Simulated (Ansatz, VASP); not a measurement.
# CoO: VASP beside Ansatz

```
Co O
1.0
     0.00000    2.17330    2.17330
     2.17330    0.00000    2.17330
     2.17330    2.17330    0.00000
Co O
1 1
Direct
  0.00000 0.00000 0.00000
  0.50000 0.50000 0.50000
```

Alike in both runs: task single point; functional LDA; k mesh 12 × 12 × 12; occupations gaussian, width 0.05 eV; collinear spin.

|  | VASP | Ansatz |
| --- | --- | --- |
| version | VASP 6.6.1 | Ansatz 0.2.0 |
| potentials or method | VASP PAW LDA potentials, release 64 (Co, O) | scalar-relativistic, plane waves, PAW |
| plane-wave cutoff (eV) | 520 | 420 |
| valence electrons in the cell | 15 | 23 |

Ansatz gave:

- gap on the k mesh at the Fermi level (eV): none
- pressure (GPa): -25.9
- net moment per atom (μB): 1.50
- size of the moment on the site where the two differ most (μB): 0.37

**Question.** Estimate VASP's values.

**Answer.** gap on the k mesh at the Fermi level (eV): none; pressure (GPa): -26.4; net moment per atom (μB): 1.48; size of the moment on the site where the two differ most (μB): 0.34.

Site moments also hang on the region over which each program counts them. A gap of «none» marks a metal or a gap that the smearing closes. The two sets of potentials don't hold the same shells in valence.

Caveats: so large a pressure means that the cell lies far from this level's equilibrium, or that cutoff or potentials fall short (VASP); a cell with one magnetic atom can't hold antiferromagnetic order, which such compounds often take; semilocal functionals often make such compounds metallic where correlation or magnetic order opens a gap, which also shifts bond lengths.
